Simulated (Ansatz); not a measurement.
Set up this calculation in Ansatz 0.2.0, as the native input.

- Task: relaxation of cell and atoms
- Functional: PBEsol
- Dispersion: D3(BJ)
- Potentials or basis: Ansatz PAW
- Cutoff: 420 eV (not typed: the program's choice for these potentials)
- k mesh: 7 × 7 × 7
- Occupations: fermi-dirac, width 0.05 eV
- Spin: collinear spin, ferromagnetic start
- Starting moments: [0.0, 2.0, 0.0, 0.0, 0.0] μB

Crystal: SrVO3.

```
Sr V O
1.0
     3.84090    0.00000    0.00000
     0.00000    3.84090    0.00000
     0.00000    0.00000    3.84090
Sr V O
1 1 3
Direct
  0.50000 0.50000 0.50000
  0.00000 0.00000 0.00000
  0.00000 0.00000 0.50000
  0.00000 0.50000 0.00000
  0.50000 0.00000 0.00000
```

These files were run (other wordings do the same):

input.yaml

```yaml
crystal:
  lattice:
    - [3.8409, 0.0, 0.0]
    - [0.0, 3.8409, 0.0]
    - [0.0, 0.0, 3.8409]
  atoms:
    - { symbol: Sr, position: [0.5, 0.5, 0.5] }
    - { symbol: V, position: [0.0, 0.0, 0.0], spin: 2.0 }
    - { symbol: O, position: [0.0, 0.0, 0.5] }
    - { symbol: O, position: [0.0, 0.5, 0.0] }
    - { symbol: O, position: [0.5, 0.0, 0.0] }
hamiltonian:
  xc: pbesol
  pseudopotentials: { kind: paw }
  dispersion: d3bj
magnetization:
  spin_polarized: true
kpoints:
  mp_grid: { grid: [7, 7, 7] }
scf:
  occupations: { method: fermi_dirac, width: 0.05 }
output:
  forces: true
  stress: true
  write_density: true
  write_potential: true
  elf: true
  volumetric_format: npy
relax:
  f_tol: 0.01
  max_steps: 40
  cell: { stress_tol: 0.05 }
```

Potentials or basis: Ansatz PAW.

The run is started by

```sh
$ ansatz run input.yaml --threads 2 --pin off --max-ram 5632MiB --backend cpu --events-out ev --progress --plain --runs-dir out
```

Results of the run:

```yaml
Relaxed_volume: 10.84 Å³/atom
Relaxed_cell: a = 3.785 Å, b = 3.785 Å, c = 3.785 Å, α = 90.00°, β = 90.00°, γ = 90.00°
Space_group_after_relaxing_to_0.05_Å: Pm-3m (No. 221)
Energy_gained_by_relaxing: 13.5 meV/atom
Ionic_steps: 7
Pressure_after_relaxing: 0.0 GPa
Band_gap_on_the_k_mesh: none (metal or under the smearing width)
Net_moment: 0.00 μB per cell
Absolute_moment: 0.00 μB per cell
```

Caveat: the plane-wave basis is chosen anew once the cell has moved, so the energies of steps on either side of that aren't comparable; the pressure holds a Pulay correction of +0.7 GPa for the finite cutoff; semilocal functionals often make such compounds metallic where correlation or magnetic order opens a gap, which also shifts bond lengths; pairwise dispersion overbinds metals, which lowers pressure and volume; the PAW data sets come from PBE, with cores solved anew for the run's functional, which leaves a small shift of forces and pressure; the starting moments weren't kept.

Wall time 9.7 s on 2 threads of Intel(R) Xeon(R) 6975P-C (Granite Rapids), on a shared host, peak memory 0.41 GiB.
